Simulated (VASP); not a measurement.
# NaCl (I4/mmm) in VASP: notebook

Aim: see how the results for NaCl move with the level of theory and the settings. Levels: r2SCAN, PBE. Tasks: single point.

Everything below comes from runs of VASP 6.6.1. Logs are shortened: lines on timing, memory, paths and dates and some standing lists are left out, and cuts for length are marked.

### Step 1. The cell of the first run

It takes space group I4/mmm (No. 139, tetragonal). Conventional cell: a = 3.964 Å, b = 3.964 Å, c = 5.790 Å, α = 90.00°, β = 90.00°, γ = 90.00°. Around Na (site symmetry 4/mmm) lie 6 Cl at 2.80 to 2.89 Å. Around Cl (site symmetry 4/mmm) lie 6 Na at 2.80 to 2.89 Å.

The cell was built by a generator and needn't be a form met in nature.

### Step 2. Single point, r2SCAN (uniaxial_x strain +3.3%)

POSCAR reads:

```
NaCl
1.0
    0.0000000000      2.8026988303      2.8026988303
    2.8949076219      0.0000000000      2.8026988303
    2.8949076219      2.8026988303      0.0000000000
Na Cl
1 1
Direct
    0.0000000000      0.0000000000      0.0000000000
    0.5000000000      0.5000000000      0.5000000000
```

INCAR.step1 reads:

```
  PREC = Accurate
  ENCUT = 520
  ISMEAR = 0
  SIGMA = 0.01
  LREAL = F
  LASPH = T
  NELM = 100
  NBANDS = 14
  GGA = PE
  ALGO = Normal
  EDIFF = 1E-4
  LWAVE = T
  LCHARG = F
```

INCAR.step2 reads:

```
  PREC = Accurate
  ENCUT = 520
  EDIFF = 1E-7
  ISMEAR = 0
  SIGMA = 0.01
  LREAL = F
  LASPH = T
  NELM = 100
  ALGO = Normal
  ISIF = 2
  LWAVE = F
  LCHARG = F
  METAGGA = R2SCAN
  LMIXTAU = T
  NBANDS = 14
  ISTART = 1
```

KPOINTS reads:

```
regular mesh
0
Gamma
  8 8 8
```

Potentials or basis: VASP PAW PBE potentials, release 64 (Na_pv, Cl).

Launch:

```
$ cat potpaw_PBE.64/Na_pv/POTCAR potpaw_PBE.64/Cl/POTCAR > POTCAR
$ cp INCAR.step1 INCAR
$ mpirun -np 1 vasp_std > vasp.out
$ cp INCAR.step2 INCAR
$ mpirun -np 1 vasp_std > vasp.out
```

OUTCAR:

```text
PREC = Accurate
   ENCUT = 520
   EDIFF = 1E-7
   ISMEAR = 0
   LREAL = F
   LASPH = T
   NELM = 100
   ISIF = 2
   METAGGA = R2SCAN
   ISTART = 1

 ion  position               nearest neighbor table
   1  0.000  0.000  0.000-
   2  0.500  0.500  0.500-

  LATTYP: Found a body centered tetragonal cell.
 ALAT       =     3.9636146971
 C/A-ratio  =     1.4607411886

  Lattice vectors:

 A1 = (   2.8949076219,   0.0000000000,   2.8026988303)
 A2 = (   2.8949076219,   0.0000000000,  -2.8026988303)
 A3 = (  -2.8949076219,   2.8026988303,   0.0000000000)

Analysis of symmetry for initial positions (statically):
=====================================================================
 Subroutine PRICEL returns:
 Original cell was already a primitive cell.

 Routine SETGRP: Setting up the symmetry group for a
 body centered tetragonal supercell.

 Subroutine GETGRP returns: Found 16 space group operations
 (whereof 16 operations were pure point group operations)
 out of a pool of 16 trial point group operations.

The static configuration has the point symmetry D_4h.

Analysis of symmetry for dynamics (positions and initial velocities):
=====================================================================
 Subroutine PRICEL returns:
 Original cell was already a primitive cell.

 Routine SETGRP: Setting up the symmetry group for a
 body centered tetragonal supercell.

 Subroutine GETGRP returns: Found 16 space group operations
 (whereof 16 operations were pure point group operations)
 out of a pool of 16 trial point group operations.

The dynamic configuration has the point symmetry D_4h.

 Subroutine INISYM returns: Found 16 space group operations
 (whereof 16 operations are pure point group operations),
 and found     1 'primitive' translations

----------------------------------------------------------------------------------------

                                     Primitive cell

  volume of cell :      45.4797

  direct lattice vectors                    reciprocal lattice vectors
     0.000000000  2.802698830  2.802698830    -0.172717083  0.178399475  0.178399475
     2.894907622  0.000000000  2.802698830     0.172717083 -0.178399475  0.178399475
     2.894907622  2.802698830  0.000000000     0.172717083  0.178399475 -0.178399475

  length of vectors
     3.963614697  4.029343727  4.029343727     0.305751429  0.305751429  0.305751429

  position of ions in fractional coordinates (direct lattice)
     0.000000000  0.000000000  0.000000000
     0.500000000  0.500000000  0.500000000

  ion indices of the primitive-cell ions
   primitive index   ion index
                 1           1
                 2           2

----------------------------------------------------------------------------------------

 KPOINTS: regular mesh

Automatic generation of k-mesh.
 Grid dimensions read from file:
 generate k-points for:    8    8    8

 Generating k-lattice:

  Cartesian coordinates                     Fractional coordinates (reciprocal lattice)
    -0.021589635  0.022299934  0.022299934     0.125000000 -0.000000000 -0.000000000
     0.021589635 -0.022299934  0.022299934     0.000000000  0.125000000  0.000000000
     0.021589635  0.022299934 -0.022299934     0.000000000  0.000000000  0.125000000

  Length of vectors
     0.038218929  0.038218929  0.038218929

  Shift w.r.t. Gamma in fractional coordinates (k-lattice)
     0.000000000  0.000000000  0.000000000

 Subroutine IBZKPT returns following result:
 ===========================================

 Found     59 irreducible k-points:

 Following reciprocal coordinates:
            Coordinates               Weight
  0.000000  0.000000  0.000000      1.000000
  0.125000  0.000000  0.000000      8.000000
  0.250000  0.000000  0.000000      8.000000
  0.375000  0.000000  0.000000      8.000000
  0.500000  0.000000  0.000000      4.000000
  0.125000  0.125000  0.000000      4.000000
[... 16 lines left out ...]
  0.250000  0.125000  0.125000      4.000000
  0.375000  0.125000  0.125000      8.000000
 [... further k-points ...]
   k-points           NKPTS =     59   k-points in BZ     NKDIM =     59   number of bands    NBANDS=     14
   number of dos      NEDOS =    301   number of ions     NIONS =      2
   total plane-waves  NPLWV =  27000
   dimension x,y,z NGX =    30 NGY =   30 NGZ =   30
   dimension x,y,z NGXF=    60 NGYF=   60 NGZF=   60
   ions per type =               1   1
   NGX,Y,Z   is equivalent  to a cutoff of  12.58, 12.38, 12.38 a.u.
   NGXF,Y,Z  is equivalent  to a cutoff of  25.17, 24.76, 24.76 a.u.
 SYSTEM =  unknown system
   PREC   = accura    normal or accurate (medium, high low for compatibility)
   ISTART =      1    job   : 0-new  1-cont  2-samecut
   ICHARG =      0    charge: 1-file 2-atom 10-const
   ISPIN  =      1    spin polarized calculation?
   LNONCOLLINEAR =      F non collinear calculations
   LSORBIT =      F    spin-orbit coupling
   LASPH  =      T    aspherical Exc in radial PAW
   ENCUT  =  520.0 eV  38.22 Ry    6.18 a.u.   7.37  7.49  7.49*2*pi/ulx,y,z
   NELM   =    100;   NELMIN=  2; NELMDL=  0     # of ELM steps
   EDIFF  = 0.1E-06   stopping-criterion for ELM
   LREAL  =      F    real-space projection
   EDIFFG = 0.1E-05   stopping-criterion for IOM
   NSW    =      0    number of steps for IOM
   IBRION =     -1    ionic relax: 0-MD 1-quasi-New 2-CG
   NFREE  =      0    steps in history (QN), initial steepest desc. (CG)
   ISIF   =      2    stress and relaxation
   ISYM   =      2    0-nonsym 1-usesym 2-fastsym
   POTIM  = 0.5000    time-step for ionic-motion
   TEBEG  =    0.0;   TEEND  =   0.0 temperature during run
   PSTRESS=    0.0 pullay stress
   NELECT =      14.0000    total number of electrons
   NUPDOWN=      -1.0000    fix difference up-down
   EMIN   =  10.00;   EMAX   =-10.00  energy-range for DOS
   EFERMI =   0.00;   METHOD = LEGACY
   ISMEAR =     0;   SIGMA  =   0.01  broadening in eV -4-tet -1-fermi 0-gaus
   EFERMI_NEDOS =   21; number of points for ismear=-14 and -15
   IALGO  =     38    algorithm
   IMIX   =      4    mixing-type and parameters
     AMIX     =   0.40;   BMIX     =  1.00
     AMIX_MAG =   1.60;   BMIX_MAG =  1.00
  volume/ion in A,a.u.               =      22.74       153.46
  Fermi-wavevector in a.u.,A,eV,Ry     =   1.105380  2.088866 16.624486  1.221865
  Thomas-Fermi vector in A             =   2.241866
   LORBIT       =      0    0 simple, 1 ext, 2 COOP (PROOUT), +10 PAW based schemes
   METAGGA = R2SCAN    functional components
   LHFCALC =     F    Hartree Fock is set to
   AEXX    =    0.0000 exact exchange contribution
   IVDW    =     0    specifies the selected vdW correction
   LEPSILON=     F    determine dielectric tensor
   LRPA    =     F    only Hartree local field effects (RPA)
 non-spin polarized calculation
 Gauss-broadening in eV      SIGMA  =   0.01
  energy-cutoff  :      520.00
  volume of cell :       45.48
 maximum number of plane-waves:      1255
 NGX is ok and might be reduce to    30
   NGX = 15   NGY = 15   NGZ = 15

 number of electron      13.9999994 magnetization

 Free energy of the ion-electron system (eV)
  ---------------------------------------------------
  ext. energy  EPLUGINS =         0.00000000
  ---------------------------------------------------
  free energy    TOTEN  =       -13.78093146 eV

  energy without entropy =      -13.78093146  energy(sigma->0) =      -13.78093146

 E-fermi :  -1.1385     XC(G=0):  -8.5777

 val. band max:       -1.2305710137   @ k =   0.0000   0.0000   0.0000
 cond. band min:       4.6196659796   @ k =   0.0000   0.0000   0.0000
 fundamental gap:      5.8502369932
 Fermi energy:        -1.1385154393

 k-point     1 :       0.0000    0.0000    0.0000
  band No.  band energies     occupation
      1     -22.7897      2.00000
      2     -22.7848      2.00000
      3     -22.7846      2.00000
      4     -14.4358      2.00000
      5      -1.2514      2.00000
      6      -1.2514      2.00000
      7      -1.2306      2.00000
      8       4.6197      0.00000
      9      10.3478      0.00000
     10      10.5885      0.00000
     11      10.5885      0.00000
     12      12.5366      0.00000
     13      12.9322      0.00000
     14      14.3029      0.00000

 k-point     2 :       0.1250    0.0000    0.0000
  band No.  band energies     occupation
      1     -22.7916      2.00000
      2     -22.7872      2.00000
      3     -22.7847      2.00000
      4     -14.3900      2.00000
      5      -1.5946      2.00000
      6      -1.2888      2.00000
      7      -1.2829      2.00000
      8       5.1031      0.00000
      9       9.9566      0.00000
     10      10.6276      0.00000
     11      10.8015      0.00000
     12      12.3415      0.00000
     13      12.6786      0.00000
     14      15.2944      0.00000

 k-point     3 :       0.2500    0.0000    0.0000
  band No.  band energies     occupation
      1     -22.7999      2.00000
      2     -22.7893      2.00000
      3     -22.7851      2.00000
      4     -14.2763      2.00000
      5      -2.3028      2.00000
      6      -1.3907      2.00000
      7      -1.3764      2.00000
      8       6.0598      0.00000
      9       9.4306      0.00000
     10      10.7204      0.00000
     11      11.0075      0.00000
     12      12.6643      0.00000
     13      12.8010      0.00000
     14      15.3707      0.00000

 k-point     4 :       0.3750    0.0000    0.0000
  band No.  band energies     occupation
      1     -22.8091      2.00000
      2     -22.7903      2.00000
      3     -22.7855      2.00000
      4     -14.1582      2.00000
      5      -2.8988      2.00000
      6      -1.4935      2.00000
      7      -1.4608      2.00000
      8       6.5975      0.00000
      9       9.7815      0.00000
     10      10.4667      0.00000
     11      10.7887      0.00000
     12      14.0931      0.00000
     13      14.1008      0.00000
     14      14.8238      0.00000

 k-point     5 :       0.5000    0.0000    0.0000
  band No.  band energies     occupation
      1     -22.8130      2.00000
      2     -22.7907      2.00000
      3     -22.7857      2.00000
      4     -14.1078      2.00000
      5      -3.1245      2.00000
      6      -1.5349      2.00000
      7      -1.4949      2.00000
      8       6.6720      0.00000
      9      10.2504      0.00000
     10      10.3387      0.00000
     11      10.6626      0.00000
[... 276 lines left out ...]
 k-point    22 :       0.0000    0.1250    0.1250
  band No.  band energies     occupation
      1     -22.7930      2.00000
      2     -22.7857      2.00000
      3     -22.7855      2.00000
      4     -14.3806      2.00000
      5      -1.5948      2.00000
      6      -1.3390      2.00000
      7      -1.3390      2.00000
      8       5.2529      0.00000
      9       9.5884      0.00000
     10      10.9815      0.00000
     11      10.9815      0.00000
     12      11.6125      0.00000
     13      13.1336      0.00000
     14      15.6102      0.00000

 k-point    23 :       0.2500    0.1250    0.1250
  band No.  band energies     occupation
      1     -22.7943      2.00000
      2     -22.7917      2.00000
      3     -22.7845      2.00000
      4     -14.3186      2.00000
      5      -2.0033      2.00000
      6      -1.4355      2.00000
      7      -1.3160      2.00000
      8       5.7714      0.00000
      9       9.3999      0.00000
     10      10.7467      0.00000
     11      11.1500      0.00000
     12      11.9971      0.00000
     13      12.9117      0.00000
     14      16.2141      0.00000

 k-point    24 :       0.3750    0.1250    0.1250
  band No.  band energies     occupation
      1     -22.8031      2.00000
      2     -22.7930      2.00000
      3     -22.7849      2.00000
      4     -14.2048      2.00000
      5      -2.5598      2.00000
      6      -1.6277      2.00000
      7      -1.4029      2.00000
      8       6.6963      0.00000
      9       9.1331      0.00000
     10      10.3818      0.00000
     11      11.2245      0.00000
     12      12.3716      0.00000
     13      14.1409      0.00000
     14      16.0296      0.00000

 [... further k-points ...]

------------------------ aborting loop because EDIFF is reached ----------------------------------------

  FORCE on cell =-STRESS in cart. coord.  units (eV):
  Direction    XX          YY          ZZ          XY          YZ          ZX
  --------------------------------------------------------------------------------------
  -------------------------------------------------------------------------------------
  Total       -0.5071089     -0.1559494     -0.1559494     -0.0000000      0.0000000      0.0000000
  in kB      -17.8646386     -5.4938494     -5.4938494     -0.0000000      0.0000000      0.0000000
  external PRESSURE =      -9.6174458 kB  Pullay stress =       0.0000000 kB

 VOLUME and BASIS-vectors are now :
 -----------------------------------------------------------------------------
  energy-cutoff  :      520.00
  volume of cell :       45.48
      direct lattice vectors                 reciprocal lattice vectors
     0.000000000  2.802698830  2.802698830    -0.172717083  0.178399475  0.178399475
     2.894907622  0.000000000  2.802698830     0.172717083 -0.178399475  0.178399475
     2.894907622  2.802698830  0.000000000     0.172717083  0.178399475 -0.178399475

 POSITION                                       TOTAL-FORCE (eV/Angst)
 -----------------------------------------------------------------------------------
      0.00000      0.00000      0.00000         0.000000     -0.000000      0.000000
      2.89491      2.80270      2.80270        -0.000000      0.000000      0.000000
 -----------------------------------------------------------------------------------
    total drift:                               -0.000000      0.000000      0.000000

  FREE ENERGIE OF THE ION-ELECTRON SYSTEM (eV)
  ---------------------------------------------------
  free  energy   TOTEN  =       -13.7809314585 eV

  energy  without entropy=      -13.7809314585  energy(sigma->0) =      -13.78093146
```

It took 2.6 min on 1 thread of Intel Xeon Platinum 8259CL at 2.50GHz (Skylake/Cascade Lake), shared host; peak memory 0.18 GiB.

What came out:

* Free energy: -13.7809 eV
* Pressure: -1.0 GPa
* Band gap on the k mesh: 5.85 eV, direct

Caveat: the PAW data sets were made with another functional, which shifts forces and pressure a little.

[end of part 1 of 2]
